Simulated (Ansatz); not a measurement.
How far is this CdF4 from the hull?

Method: DFT PBE, scalar-relativistic, plane waves, PAW in Ansatz 0.2.0. All cells share a 420 eV cutoff and Γ-centred k meshes spaced at most about 0.3 Å⁻¹ (about 0.25 or finer for metals, 2π included). No spin polarisation.

The zero of energy is the elements' standard structures at the same level (F₂ as a molecule); no fitted shifts are applied.

Temperature and zero-point effects are left out. A magnetic state wasn't ruled out in cells without spin, among them CdF4 Im-3m.

The competitors are the elements and 1 reference phase of this chemical system (from databases or known types: CdF2), relaxed at the same level; other known phases may be missing.

The candidate was reached from: random cell.

```cif
data_structure
_symmetry_space_group_name_H-M 'P 1'
_symmetry_Int_Tables_number 1
_cell_length_a 4.5336
_cell_length_b 4.5336
_cell_length_c 4.5336
_cell_angle_alpha 109.471
_cell_angle_beta 109.471
_cell_angle_gamma 109.471
_cell_volume 71.73
loop_
_atom_site_label
_atom_site_type_symbol
_atom_site_fract_x
_atom_site_fract_y
_atom_site_fract_z
_atom_site_occupancy
Cd1 Cd 0.00000 0.00000 0.00000 1
F1 F 0.50000 0.50000 0.50000 1
F2 F 0.00000 0.00000 0.50000 1
F3 F 0.00000 0.50000 0.00000 1
F4 F 0.50000 0.00000 0.00000 1
```

The lowest competing mixture at this composition:

```tsv
phase	space group	source	share of atoms	ΔE_f (eV/atom)
F₂ gas	-	element	0.4000	0.000
CdF2	Fm-3m (No. 225)	Materials Project	0.6000	-2.177
```

Task: What are the hull's energy here, the candidate's formation energy and its margin?

Result: The hull lies at -1.306 eV/atom, the weighted sum of the last column. The candidate has -0.953 eV/atom, which is 0.35 eV/atom above it. The candidate matches no cell in the subsets of the Crystallography Open Database and the Materials Project at hand. Such a cell could exist only far from equilibrium.
